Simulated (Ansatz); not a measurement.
The elements of this relaxed crystal are hidden behind letters.

```
lattice vectors (Å)
   6.3721    0.0000    0.0000
  -3.1860    5.5184    0.0000
   0.0000    0.0000    3.2871
fractional positions
X 0.3333 0.6667 0.5000
X 0.6667 0.3333 0.5000
Z 0.5000 0.5000 0.0000
Z 0.5000 0.0000 0.0000
Z 0.0000 0.5000 0.0000
```

Theory: DFT PBE, scalar-relativistic, plane waves, PAW (Ansatz 0.2.0). Cutoff 420 eV, Γ-centred 6×6×8 mesh (5-atom cell), Gaussian smearing of 0.02 eV, no spin polarisation.

| Property | Result |
| --- | --- |
| Space group | P6/mmm (No. 191) |
| Conventional cell | a = 6.372 Å, c = 3.287 Å |
| Volume per atom | 23.12 Å³ |
| Density | 4.68 g/cm³ |
| Energy over the elements | −3.185 eV/atom |
| Gap on the 6×6×8 mesh of the 5-atom cell | 1.62 eV |

Energies are uncorrected and count from the elements' standard states at the same level.

Task: X is a lanthanide and Z is a p-block element of period 2. Which elements are they?

Result: X = La, Z = O, so the formula is La2O3. Density times volume gives a mean mass of 4.68 × 23.12/1.6605 = 65.2 u per atom, and this set has 65.2 u. Around La lie 6 O at 2.47 Å; O has 4 La at 2.47 Å. Other sets within the hints have nearly the same mass, so mass alone doesn't settle it; this one was computed.

Kohn–Sham gaps at this level usually fall short of measured ones. Symmetry constrained the relaxation, so the result can be a saddle point. Another cell of La2O3 relaxed alike, in P-3m1 (a Materials Project cell), lies 210 meV/atom lower, so this cell isn't the stable form at this level.
